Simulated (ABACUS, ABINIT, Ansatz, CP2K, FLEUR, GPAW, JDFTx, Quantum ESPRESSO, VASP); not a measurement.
## Hf: 10 runs at one level of theory

```
CELL_PARAMETERS angstrom
3.19670 0.00000 0.00000
-1.59835 2.76842 0.00000
0.00000 0.00000 5.05780
ATOMIC_POSITIONS crystal
Hf 0.67080 0.34630 0.75451
Hf 0.32565 0.67287 0.24668
```

Atoms were shifted at random by some hundredths of an Å from the given cell, which wasn't relaxed again for these runs.

Alike in all runs: task single point; functional PBE; k mesh 10 × 10 × 5; occupations fermi-dirac, width 0.05 eV; no spin polarisation; no spin-orbit coupling. Pressure is positive in compression and, in plane waves, holds the error of the finite cutoff, which Ansatz's Pulay term estimates and takes out.

```
                                       program and potentials  plane-wave cutoff (eV)                                                                      notes  pressure (GPa)  largest force (eV/Å)  energy over the undisturbed cell (meV/atom)
                   GPAW, GPAW PAW data sets (gpaw-data 1.2.1)                     600                                    12 valence electrons an atom on average            0.97                 0.169                                         2.15
                    Quantum ESPRESSO, SSSP 1.3 efficiency PBE                     816                                    12 valence electrons an atom on average            0.72                 0.168                                         2.13
                        JDFTx, PseudoDojo-SR-PBE-0.5-standard                     789                                    12 valence electrons an atom on average            0.71                 0.168                                         2.13
CP2K, POTENTIAL_UZH Hf GTH-PBE-q12; TZVP-MOLOPT-PBE-GTH basis                       -                      atomic basis; 12 valence electrons an atom on average            0.87                 0.174                                         2.22
                                     ABINIT, JTH PAW PBE v2.0                     517                                    12 valence electrons an atom on average            0.57                 0.165                                         2.08
                        Ansatz, Ansatz PAW (earlier soft set)                     420  26 valence electrons an atom on average; Pulay term of +0.05 GPa included            0.65                 0.166                                         2.10
     ABACUS, PseudoDojo NC SR 0.4.1 PBE standard, plane waves                     789                                    12 valence electrons an atom on average            0.71                 0.168                                         2.13
                            VASP, PBE PAW files Hf_pv, 520 eV                     520                                    10 valence electrons an atom on average            0.22                 0.160                                            -
                                   FLEUR, all-electron, FLAPW                       -                                                                          -               -                 0.167                                         2.12
               Ansatz, all-electron LAPW, scalar-relativistic                       -                                                                          -            0.68                 0.166                                            -
```

Force on atom 1 (Hf), eV/Å:

| program and potentials | x | y | z |
| --- | --- | --- | --- |
| GPAW, GPAW PAW data sets (gpaw-data 1.2.1) | -0.064 | -0.044 | -0.150 |
| Quantum ESPRESSO, SSSP 1.3 efficiency PBE | -0.064 | -0.044 | -0.149 |
| JDFTx, PseudoDojo-SR-PBE-0.5-standard | -0.064 | -0.044 | -0.149 |
| CP2K, POTENTIAL_UZH Hf GTH-PBE-q12; TZVP-MOLOPT-PBE-GTH basis | -0.067 | -0.045 | -0.154 |
| ABINIT, JTH PAW PBE v2.0 | -0.063 | -0.043 | -0.146 |
| Ansatz, Ansatz PAW (earlier soft set) | -0.063 | -0.043 | -0.147 |
| ABACUS, PseudoDojo NC SR 0.4.1 PBE standard, plane waves | -0.064 | -0.044 | -0.148 |
| VASP, PBE PAW files Hf_pv, 520 eV | -0.063 | -0.044 | -0.141 |
| FLEUR, all-electron, FLAPW | -0.063 | -0.043 | -0.149 |
| Ansatz, all-electron LAPW, scalar-relativistic | -0.063 | -0.043 | -0.147 |

The pressure spans 0.22 (VASP, PBE PAW files Hf_pv, 520 eV) to 0.97 GPa (GPAW, GPAW PAW data sets (gpaw-data 1.2.1)), with all-electron results at 0.68. Rows in atomic bases carry the error of their basis and grid, which can be large.

The functional is the same throughout but for its coding, so the spread measures potentials, basis and numerics; runs on potential files found faulty are left out.
